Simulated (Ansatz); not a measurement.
This script for a single point of KCl (distorted cell) with Ansatz 0.2.0, Python API holds a mistake.

Script `scf_kcl.py`:
```python
"""Single point of KCl, atoms off their sites."""

from collections import defaultdict
import logging
import sys

import ansatz
import numpy as np
from pymatgen.core import Structure
from pymatgen.symmetry.analyzer import SpacegroupAnalyzer

logging.basicConfig(stream=sys.stdout, format="%(levelname)s:%(name)s:%(message)s")
logger = logging.getLogger("run")
logger.setLevel(logging.INFO)

structure = (
    ansatz.Lattice.of([3.82037, 0.00271, 0.00998], [0.00271, 3.7874, 0.01558], [0.00998, 0.01558, 3.94841])
    .atom("K", [0.00062, 0.00913, 0.00658])
    .atom("Cl", [0.51983, 0.5192, 0.48212])
)

# the calculation
calculation = (
    structure.calculation()
    .occupations("fixed")
    .basis(37 * ansatz.Ry)
    .kpoints(4.5, 4, 4)
    .functional("r2scan")
    .compute(density_of_states={"energy_step": 0.1, "projected": True}, electric_field_gradient=True, band_table=True)
)
out = calculation.run(threads=1)
summary = out.report

n_atoms = len(summary["lattice"]["sites"])
print("F =", round(summary["free_energy_ev"], 4), "eV for", n_atoms, "atoms")
print("E(sigma -> 0) =", round(summary["energy_sigma0_ev"], 4), "eV, TS =", round(summary["entropy_ts_ev"], 5), "eV")
print("closed by", summary["closed_by"], "after", summary["n_iterations"], "iterations")

dos = out.density_of_states()
energy = np.asarray(dos.energies_ev) - dos.fermi_ev
projected = out.projected_density_of_states()
by_shell = defaultdict(float)
for site in projected.sites:
    for shell in site.shells:
        for part in shell.curves:
            by_shell[f"{site.species} {'spdf'[shell.l]}"] += np.sum(part.g_bin_mean_per_ev, axis=0)
logger.info("E - E_F  " + " ".join(f"{name:>7s}" for name in by_shell))
for e in np.arange(-5, 5 + 0.1, 1.0):
    logger.info(f"{e:7.1f}  " + " ".join(f"{np.interp(e, energy, curve):7.3f}" for curve in by_shell.values()))

for row in summary["efg"]:
    print({k: round(v, 4) if isinstance(v, float) else v for k, v in row.items() if not isinstance(v, (list, dict))})

fermi = summary["fermi_energy_ev"]
logger.info("levels less the Fermi level (eV) at the first k-points")
for k, levels in list(zip(summary["kpoints_frac"], summary["eigenvalues_ev"]))[:4]:
    logger.info("k = ({:.3f}, {:.3f}, {:.3f})".format(*k))
    print("   ", " ".join(f"{e - fermi:.3f}" for e in levels))

final = Structure(out.lattice.cell_ang, [s.symbol for s in out.lattice.sites], [s.position_frac for s in out.lattice.sites])
analyser = SpacegroupAnalyzer(final, symprec=0.01)
standard = analyser.get_conventional_standard_structure()
print(analyser.get_crystal_system(), analyser.get_space_group_symbol(), len(standard), "atoms in the conventional cell")
print("a b c (A):", [round(x, 4) for x in standard.lattice.abc], " angles:", [round(x, 2) for x in standard.lattice.angles])
logger.info(f"mass density {float(final.density):.3f} g/cm^3")
```

```console
$ python scf_kcl.py
Traceback (most recent call last):
  File "scf_kcl.py", line 27, in <module>
    .kpoints(4.5, 4, 4)
     ~~~~~~~^^^^^^^^^^^
  ...
ansatz.errors.InputError: .kpoints: mesh[0] is a whole number (an int, never a float), got 4.5
```
(Library frames cut from the traceback.)

Why does it end like this?

The fault: a mesh division isn't a whole number. The correction:

```diff
--- before
+++ after
@@ -26,3 +26,3 @@
     .basis(37 * ansatz.Ry)
-    .kpoints(4.5, 4, 4)
+    .kpoints(mesh=(3, 3, 3))
     .functional("r2scan")
```

The mended script runs so:

Output of `python scf_kcl.py`:
```text
F = -2630.3324 eV for 2 atoms
E(sigma -> 0) = -2630.3324 eV, TS = 0.0 eV
closed by deck_thresholds after 6 iterations
INFO:run:E - E_F      K s     K p    Cl s    Cl p
INFO:run:   -5.0    0.000   0.000   0.000   0.000
INFO:run:   -4.0    0.000   0.000   0.000   0.000
INFO:run:   -3.0    0.000   0.000   0.000   0.000
INFO:run:   -2.0    0.000   0.000   0.000   0.000
INFO:run:   -1.0    0.084   0.051   0.006   8.284
INFO:run:    0.0    0.000   0.001   0.000   1.598
INFO:run:    1.0    0.000   0.000   0.000   0.000
INFO:run:    2.0    0.000   0.000   0.000   0.000
INFO:run:    3.0    0.000   0.000   0.000   0.000
INFO:run:    4.0    0.000   0.000   0.000   0.000
INFO:run:    5.0    0.000   0.000   0.000   0.000
{'site': 1, 'element': 'K', 'v_zz_1e21_v_m2': -0.4289, 'eta': 0.2955, 'by_run_symmetry': 'allowed', 'electrostatic_potential_v': -2062.3843}
{'site': 2, 'element': 'Cl', 'v_zz_1e21_v_m2': 0.9911, 'eta': 0.3585, 'by_run_symmetry': 'allowed', 'electrostatic_potential_v': -1773.2599}
INFO:run:levels less the Fermi level (eV) at the first k-points
INFO:run:k = (0.000, 0.000, 0.000)
    -29.132 -13.098 -11.756 -11.747 -11.744 -0.327 -0.153 -0.103 5.490 7.095 7.229 11.259
INFO:run:k = (0.000, 0.000, 0.333)
    -29.122 -13.214 -11.732 -11.728 -11.636 -1.424 -0.166 -0.116 7.381 7.989 8.544 11.200
INFO:run:k = (0.000, 0.333, 0.000)
    -29.116 -13.182 -11.737 -11.726 -11.680 -1.389 -0.319 -0.134 7.357 8.004 8.835 10.996
INFO:run:k = (0.000, 0.333, 0.333)
    -29.107 -13.023 -11.912 -11.751 -11.710 -1.179 -0.986 -0.042 7.381 8.199 9.989 10.132
triclinic P1 2 atoms in the conventional cell
a b c (A): [3.7874, 3.8204, 3.9485]  angles: [89.71, 89.54, 89.92]
INFO:run:mass density 2.167 g/cm^3
```

Total energies depend on the potentials; only differences at equal settings carry meaning. A total without «per atom» is that of the cell as typed. Along an axis with an odd division the mesh misses the point at one half; a gap read on a finite mesh is an upper bound on this functional's gap. Semilocal gaps usually lie well under measured ones. The Fermi level of a run with fixed occupations marks the highest occupied state on its mesh, not mid-gap. Energy and stress may still move on a finer k-point mesh. Projections exist only for the shells that the potentials hold, some of them semicore, and samples at single energies can miss narrow peaks. The empty d shell of the heavier alkali and alkaline-earth atoms, which makes much of a conduction band, may have no channel. The crystal has a gap of about 5.49 eV on the mesh; bins of finite width blur the band edges. The cell is a database structure, distorted on purpose. Gaps and levels are Kohn-Sham values on a finite set of k-points. The density of states is complete only as far up as bands were computed. Wall time of the script: 6.3 s on 1 thread of Arm Neoverse V1 (shared host), peak memory 0.48 GiB.

(Lines on the test bed's own set-up are left out of the output.)
